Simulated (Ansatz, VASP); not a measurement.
CsBr in VASP and in Ansatz

```
Cs Br
1.0
     4.38931    0.00000    0.00000
     0.00000    4.38931    0.00000
     0.00000    0.00000    4.38931
Cs Br
1 1
Cartesian
  0.0000 0.0000 0.0000
  2.1947 2.1947 2.1947
```

Alike in both runs: task relaxation of cell and atoms; functional LDA; k mesh 6 × 6 × 6; occupations gaussian, width 0.02 eV; no spin polarisation.

|  | VASP | Ansatz |
| --- | --- | --- |
| version | VASP 6.6.1 | Ansatz 0.2.0 |
| potentials or method | VASP PAW LDA potentials, release 64 (Cs_sv, Br) | scalar-relativistic, plane waves, PAW |
| plane-wave cutoff (eV) | 600 | 420 |
| valence electrons in the cell | 16 | 16 |

|  | VASP | Ansatz | Ansatz less VASP |
| --- | --- | --- | --- |
| gap on the k mesh at the Fermi level, each at its own relaxed structure (eV) | 4.51 | 4.53 | +0.017 |
| relaxed volume (Å³/atom) | 35.71 | 35.49 | -0.211 |
| relaxed cell length with the largest relative difference (Å) | 4.149 | 4.141 | -0.0082 |
| energy change over the relaxation (meV/atom) | -57 | -60 | -3.3 |

Caveats: the volume moved by over 15 % at a fixed basis, so the end points are rough; spin-orbit coupling is left out, which moves the levels of the heavy elements. LDA usually gives volumes a few per cent too small. A hybrid or GW would open this gap; LDA tends to underestimate it.
